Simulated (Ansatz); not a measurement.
Polymorphs of Nb5N

Level of theory: DFT PBE, scalar-relativistic, plane waves, PAW in Ansatz. Settings: cutoff 420 eV, Γ-centred meshes spaced at most about 0.3 Å⁻¹, and about 0.25 Å⁻¹ or finer for metals (2π included), Gaussian smearing. No spin polarisation.

Formation energies are uncorrected and refer to the elements' standard structures at the same level (N₂ as a molecule).

All energies are static (0 K, no zero-point motion). Larger cells and other orderings weren't all tried, so the list isn't exhaustive.

Invented guesses were relaxed alike, and ends that match in structure were merged. ΔE counts from the first row. Coordination counts Nb atoms around N (those within 1.25 times the shortest such distance or 1.15 times the sum of covalent radii, 1.27 where that leaves under three; a plus sign parts nearer from farther groups). The ends were matched against large subsets of the Crystallography Open Database and the Materials Project, so a missing match doesn't prove that a structure is unreported.

```json
{"#": "1", "reached from": "a cell proposed by chemical analogy", "type and space group": "I4/mmm (No. 139)", "atoms": "6", "Å³/atom": "16.0", "coordination": "N 2+4", "ΔE (meV/atom)": "0", "gap on mesh (eV)": "0.00", "in databases": "no match"}
{"#": "2", "reached from": "a cell proposed by chemical analogy", "type and space group": "P4/nmm (No. 129)", "atoms": "12", "Å³/atom": "15.7", "coordination": "N 6", "ΔE (meV/atom)": "46", "gap on mesh (eV)": "0.00", "in databases": "no match"}
{"#": "3", "reached from": "a cell proposed by chemical analogy", "type and space group": "I4/m (No. 87)", "atoms": "6", "Å³/atom": "16.2", "coordination": "N 6", "ΔE (meV/atom)": "87", "gap on mesh (eV)": "0.00", "in databases": "no match"}
{"#": "4", "reached from": "a cell proposed by chemical analogy", "type and space group": "P-3m1 (No. 164)", "atoms": "6", "Å³/atom": "16.2", "coordination": "N 6", "ΔE (meV/atom)": "131", "gap on mesh (eV)": "0.00", "in databases": "no match"}
```

The lowest: Space group I4/mmm (No. 139), tetragonal, a = 3.242 Å, c = 18.248 Å. Nb on a site of symmetry 4mm is surrounded by 1 N at 2.07 Å, 4 Nb at 2.83 Å and 9 Nb at 3.09–3.33 Å; around Nb on a site of symmetry 4/mmm lie 4 N at 2.29 Å, 12 Nb at 3.09–3.24 Å and 2 Nb at 3.73 Å; Nb on a second site of symmetry 4mm is surrounded by 8 Nb at 2.83 Å, 5 Nb at 3.24–3.33 Å and 1 Nb at 3.73 Å; N is surrounded by 2 Nb at 2.07 Å and 4 Nb at 2.29 Å. Its energy over the elements is −0.38 eV/atom. It lies below the elements, which doesn't yet make it stable against other compounds or structures. An observed structure of this formula, if there is one, may be missing.

```cif
data_structure
_symmetry_space_group_name_H-M 'I4/mmm'
_symmetry_Int_Tables_number 139
_cell_length_a 3.2417
_cell_length_b 3.2417
_cell_length_c 18.2480
_cell_angle_alpha 90.000
_cell_angle_beta 90.000
_cell_angle_gamma 90.000
_cell_volume 191.76
loop_
_atom_site_label
_atom_site_type_symbol
_atom_site_symmetry_multiplicity
_atom_site_Wyckoff_symbol
_atom_site_fract_x
_atom_site_fract_y
_atom_site_fract_z
_atom_site_occupancy
Nb1 Nb 4 e 0.50000 0.50000 0.38678 1
Nb2 Nb 2 b 0.50000 0.50000 0.00000 1
Nb3 Nb 4 e 0.00000 0.00000 0.29549 1
N1 N 2 a 0.00000 0.00000 0.00000 1
```

The second: Space group P4/nmm (No. 129), tetragonal, a = 3.225 Å, c = 18.106 Å. Nb on its first site is surrounded by 1 N at 2.17 Å, 4 Nb at 2.81 Å, 4 Nb at 3.00 Å and 5 Nb at 3.23–3.33 Å; Nb on its second site has 5 N at 2.20–2.29 Å, 4 Nb at 3.00 Å, 8 Nb at 3.23–3.33 Å and 1 Nb at 3.59 Å; around Nb on its third site lie 8 Nb at 2.81–2.83 Å, 4 Nb at 3.23 Å, 1 Nb at 3.41 Å and 1 Nb at 3.59 Å; around N lie 6 Nb at 2.17–2.29 Å; 2 more sites not described. Counting Nb atoms around N, the first has N 2+4 and the second has N 6. Cells relaxed within their symmetry can be saddle points.

```cif
data_structure
_symmetry_space_group_name_H-M 'P4/nmm:1'
_symmetry_Int_Tables_number 129
_cell_length_a 3.2252
_cell_length_b 3.2252
_cell_length_c 18.1061
_cell_angle_alpha 90.000
_cell_angle_beta 90.000
_cell_angle_gamma 90.000
_cell_volume 188.34
loop_
_atom_site_label
_atom_site_type_symbol
_atom_site_symmetry_multiplicity
_atom_site_Wyckoff_symbol
_atom_site_fract_x
_atom_site_fract_y
_atom_site_fract_z
_atom_site_occupancy
Nb1 Nb 2 c 0.00000 0.50000 0.17427 1
Nb2 Nb 2 c 0.00000 0.50000 0.93310 1
Nb3 Nb 2 c 0.00000 0.50000 0.73475 1
Nb4 Nb 2 c 0.00000 0.50000 0.35811 1
Nb5 Nb 2 c 0.00000 0.50000 0.54633 1
N1 N 2 c 0.00000 0.50000 0.05457 1
```

Some structure types and database cells were kept out of the candidates from the start, so a known form may be missing.
